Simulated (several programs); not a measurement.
# Many methods on one cell: SnO (Pmn2_1)

SnO (Pmn2_1) from a database of computed structures, relaxed with r2SCAN+rVV10 in Ansatz, was computed with several methods. Space group Pmn2_1 (No. 31), orthorhombic; conventional cell a = 3.303 Å, b = 5.758 Å, c = 4.001 Å, 19.02 Å³ an atom. Sn has 3 O at 2.12–2.13 Å; O has 3 Sn at 2.12–2.13 Å. Calculated for a static, non-magnetic cell.

```cif
data_structure
_symmetry_space_group_name_H-M 'P 1'
_symmetry_Int_Tables_number 1
_cell_length_a 3.3031
_cell_length_b 5.7577
_cell_length_c 4.0008
_cell_angle_alpha 90.000
_cell_angle_beta 90.000
_cell_angle_gamma 90.000
_cell_volume 76.09
loop_
_atom_site_label
_atom_site_type_symbol
_atom_site_fract_x
_atom_site_fract_y
_atom_site_fract_z
_atom_site_occupancy
Sn1 Sn 0.00000 0.22944 0.51726 1
Sn2 Sn 0.50000 0.77056 0.01726 1
O1 O 0.00000 0.89353 0.73274 1
O2 O 0.50000 0.10647 0.23274 1
```

Gaps and times are for a single point on this cell; volume and bulk modulus come from each method's own relaxation or energy curve at fixed shape, which is too stiff where a cell has free coordinates or axes. Times are rough, from shared hosts (Arm Neoverse V1; Arm Neoverse V2), and each method has its own mesh and cell size. A double dagger marks a value from a curve with shape and coordinates held. PM6 (MOPAC), PM7 (MOPAC), GFN1-xTB (tblite), GFN2-xTB (tblite) treat a cluster of cells at its zone centre, which samples few k points: where these miss a band edge, the gap comes out too large for that reason alone. Gaps from k meshes are read at a limited set of points (mesh, symmetry points, PBE's band edges), so each method's own least gap may be somewhat smaller. xTB and the PM methods were fitted mostly to molecules, and can miss a solid's gap by electronvolts. Minimal bases can be far off for gaps. Times of the plane-wave ladder aren't listed, since it ran on unlike processors and cards. Curves at held shape can't give the bulk modulus of a layered or molecular crystal, so none is listed. GLLB-SC's gap includes the derivative discontinuity. G0W0 is at finite bands, cutoff and mesh. d marks a direct gap, i an indirect one (no mark: not told apart), a dash a value that wasn't computed or didn't pass its checks.

| method | kind | gap (eV) | own volume (Å³/atom) | bulk modulus (GPa) | atoms computed | processor time |
| --- | --- | --- | --- | --- | --- | --- |
| PBE-D3(BJ) | semilocal | – | 18.73 | – | 4 | – |
| r2SCAN+rVV10 | semilocal | – | 19.02 | – | 4 | – |
| PBE-D4 | semilocal | – | 18.56 | – | 4 | – |
| light PBE (260 eV and a coarse mesh) | light plane-wave | 1.35 i | – | – | 4 | 2 s |
| PM6 (MOPAC) | semi-empirical | 6.45 | – | – | cluster | 2.5 s |
| GFN1-xTB (tblite) | tight binding | 3.50 | 17.85‡ | – | cluster | 2.7 s |
| PM7 (MOPAC) | semi-empirical | 6.07 | 18.06‡ | – | cluster | 4.2 s |
| PBE/SZV (CP2K) | small basis | 1.58 i | – | – | 4 | 8.7 s |
| LDA | semilocal | 1.36 i | – | – | 4 | – |
| GFN2-xTB (tblite) | tight binding | 2.87 | – | – | cluster | 12 s |
| PBE | semilocal | 1.38 i | – | – | 4 | – |
| PBE/single zeta (GPAW) | small basis | 1.38 i | – | – | 4 | 16 s |
| PBE/DZVP (CP2K) | small basis | 1.29 i | 20.72‡ | – | 4 | 21 s |
| GLLB-SC (GPAW) | model potential | 2.52 | – | – | 4 | 32 s |
| r2SCAN | semilocal | 1.70 i | – | – | 4 | – |
| PBE+SOC | semilocal | 1.30 i | – | – | 4 | – |
| PBE0 | hybrid | 2.73 i | – | – | 4 | – |
| HSE06 | hybrid | 2.08 i | – | – | 4 | – |
| G0W0@PBE (140 eV screening cutoff) | many-body | 2.14 | – | – | 4 | – |
| G0W0@LDA (140 eV screening cutoff) | many-body | 2.18 | – | – | 4 | – |
| G0W0@HSE06 (140 eV screening cutoff) | many-body | 2.53 | – | – | 4 | – |
| G0W0@r2SCAN (210 eV screening cutoff) | many-body | 2.43 | – | – | 4 | – |

Against HSE06 (2.08 eV) and with closed or daggered gaps left aside, the nearest gap at the points sampled is that of G0W0@PBE (140 eV screening cutoff) (+0.06 eV) and the farthest that of PM6 (MOPAC) (+4.37 eV). HSE06 is only a yardstick of convenience, and nearness to it can be luck.

Only the rows marked +SOC include spin-orbit coupling.
